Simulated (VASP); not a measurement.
A run of VASP 6.6.1:

INCAR

```
SYSTEM = PbSe
PREC     = Accurate       ! precision mode
ENCUT    = 520            ! plane-wave cutoff, eV
EDIFF    = 1E-7           ! SCF threshold, eV
ISMEAR   = 0              ! smearing method
SIGMA    = 0.03           ! smearing width, eV
LREAL    = .FALSE.        ! projectors in reciprocal space
LASPH    = .TRUE.         ! aspherical terms in the spheres
NELM     = 80             ! most SCF steps
ALGO     = Normal         ! electronic algorithm
ISIF     = 2              ! what is computed and relaxed
LWAVE    = .FALSE.        ! write WAVECAR
LCHARG   = .FALSE.        ! write CHGCAR
LDIPOL   = .TRUE.       
IDIPOL   = 3            
DIPOL    = 0.5 0.5 0.500
GGA      = PS             ! functional
LVHAR    = .TRUE.       
LVACPOTAV= .TRUE.       
ICORELEVEL= 1
```

The input KPOINTS:

```
Automatic mesh
0
G
  6 6 1
  0 0 0
```

POSCAR

```
PbSe
1.0
    4.3161656500      0.0000000000      0.0000000000
    0.0000000000      4.3161656500      0.0000000000
    0.0000000000      0.0000000000     18.0519900000
Pb Se
2 2
Direct
    0.5000000000      0.5000000000      0.4154666600
    0.0000000000      0.0000000000      0.5845333400
    0.0000000000      0.0000000000      0.4154666600
    0.5000000000      0.5000000000      0.5845333400
```

Potentials or basis: VASP PAW PBE potentials, release 64 (Pb_d, Se).

Command:

```console
$ cat potpaw_PBE.64/Pb_d/POTCAR potpaw_PBE.64/Se/POTCAR > POTCAR
$ mpirun -np 1 vasp_std > vasp.out
```

Hardware: 1 thread of Intel(R) Xeon(R) 6975P-C (Granite Rapids), with other jobs on the host.

Task: How long does it take, and how much memory?

Result: Run time: 85 s on 1 thread of Intel(R) Xeon(R) 6975P-C (Granite Rapids) (shared host), peak memory 0.38 GiB. Counts: scf iterations 22, k points 10.
